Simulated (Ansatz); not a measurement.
(111) slab of 8 planes, 6.8 Å thick with 15 Å of vacuum as cut, in a 1×2 surface cell; outer planes C (top) and C (bottom), cut from C, relaxed from the bulk's places with the lower part held:

```xyz
16
Lattice="2.4588 0.0000 0.0000 1.2294 7.6836 0.0000 0.0000 0.0000 21.8202" Properties=species:S:1:pos:R:3 pbc="T T T"
C     1.8443    0.4918    7.5000
C     2.4590    4.3336    7.5000
C     0.6146    0.6885    8.1821
C     1.2293    4.5303    8.1821
C     0.6149    1.0819    9.5460
C     1.2296    4.9237    9.5460
C     1.8443    1.2792   10.2197
C     2.4590    5.1210   10.2197
C     1.8444    1.6875   11.5974
C     2.4591    5.5293   11.5974
C     0.6150    1.8862   12.2603
C     1.2297    5.7280   12.2603
C     0.6153    2.3136   13.6747
C     1.2300    6.1554   13.6747
C     1.8449    2.4940   14.2532
C     2.4596    6.3358   14.2532
```

These are results of DFT PBEsol, scalar-relativistic, plane waves, PAW in Ansatz, not measurements. Settings: cutoff 420 eV, Γ-centred mesh 11×4×1 on the computed 16-atom cell, Gaussian smearing of 0.05 eV; no spin polarisation. A dipole correction removes the field between periodic images along c.

Task: Its upper atoms are moved at random (σ = 0.25 Å) and relaxed again, 2 time(s). Does the surface find a lower structure?

Result: Yes: the energy falls by 3.72 eV a cell (3.16 J/m² of the upper face), and the slab's gap goes from none (metal or semimetal) to none (metal or semimetal). Lower structure:

```
CELL_PARAMETERS angstrom
2.45883 0.00000 0.00000
1.22944 7.68361 0.00000
0.00000 0.00000 21.82016
ATOMIC_POSITIONS crystal
C 0.71805 0.06400 0.34372
C 0.71805 0.56400 0.34372
C 0.20516 0.08961 0.37498
C 0.20516 0.58961 0.37498
C 0.17966 0.14081 0.43749
C 0.17966 0.64081 0.43749
C 0.68465 0.15150 0.47000
C 0.65328 0.67261 0.46827
C 0.71118 0.17419 0.53458
C 0.59413 0.71383 0.53175
C 0.21020 0.19603 0.56650
C 0.08506 0.71167 0.56468
C 0.19885 0.28998 0.62275
C 0.08618 0.63458 0.62415
C 0.66921 0.36934 0.64060
C 0.61604 0.55520 0.64221
```

The reference crystal is a form of C, which isn't its usual structure.

Cost: 3 runs of about 45 core-minutes in all, on Intel Xeon Platinum 8259CL (Skylake/Cascade Lake) (shared hosts).